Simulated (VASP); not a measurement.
HgSe:

```
CELL_PARAMETERS angstrom
0.00000 3.03900 3.03900
3.03900 0.00000 3.03900
3.03900 3.03900 0.00000
ATOMIC_POSITIONS crystal
Hg 0.00000 0.00000 0.00000
Se 0.75000 0.75000 0.75000
```

```yaml
Program: VASP 6.6.1
Task: relaxation of cell and atoms
Functional: PBE
Potentials_or_basis: VASP PAW PBE potentials, release 64 (Hg, Se)
Cutoff: 600 eV
k_mesh: 8 × 8 × 8
Occupations: fermi-dirac, width 0.05 eV
Spin: no spin polarisation
```

At the start: pressure 5.1 GPa; volume 28.07 Å³/atom.

Problem. Where does the relaxation end?

Solution. Over 3 steps the energy falls by 39.4 meV/atom and the volume is 30.80 Å³/atom (+9.7 %); space group F-43m (No. 216, to 0.05 Å).

The path:
| step | energy change (eV) | largest force (eV/Å) | pressure (GPa) | volume (Å³) |
| --- | --- | --- | --- | --- |
| 1 | 0.0000 | 0.0000 | 5.06 | 56.13 |
| 2 | -0.0705 | 0.0000 | -1.26 | 63.65 |
| 3 | -0.0788 | 0.0000 | 0.02 | 61.60 |

Final structure:
```
CELL_PARAMETERS angstrom
0.00000 3.13458 3.13458
3.13458 0.00000 3.13458
3.13458 3.13458 0.00000
ATOMIC_POSITIONS crystal
Hg 0.00000 0.00000 0.00000
Se 0.75000 0.75000 0.75000
```
